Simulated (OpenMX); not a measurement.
CuO:

```
CELL_PARAMETERS angstrom
2.83633 0.00000 0.00000
-1.41816 2.45633 0.00000
0.00000 0.00000 2.76811
ATOMIC_POSITIONS crystal
Cu 0.00000 0.00000 0.00000
O 0.66667 0.33333 0.50000
```

Measurements of this composition are mostly on another form, of space group No. 15.

Base run:

- Program: OpenMX 3.8.5
- Functional: PBE
- Potentials or basis: OpenMX 2013 PBE set, Cu6.0H-s3p2d2, O6.0-s2p2d1, grid cutoff 500 Ry
- k mesh: 9 × 9 × 7
- Occupations: fermi-dirac, width 0.05 eV
- Spin: no spin polarisation

Its results: band gap on the k mesh none (metal or under the smearing width); pressure 2.6 GPa.

Task: The run is repeated on the same cell with these changes: dispersion from none to D4. What comes out?

Result: Band gap on the k mesh none (metal or under the smearing width); pressure -1.5 GPa.

Dispersion adds attraction, which lowers the pressure at fixed volume and, as a term added to the energy, leaves the levels alone.

Caveats: the real-space grid is too coarse here: the forces don't sum to zero and aren't listed, and the energy moves when atoms move against the grid; the basis of atomic orbitals isn't converged, which shifts pressures, moduli and gaps; an odd number of electrons without spin polarisation forces a metal; a magnetic or distorted state may lie lower; the run has no spin polarisation, though such a crystal can be magnetic; semilocal functionals often make such compounds metallic where correlation or magnetic order opens a gap, which also shifts bond lengths; pairwise dispersion overbinds metals, which lowers pressure and volume (some runs).
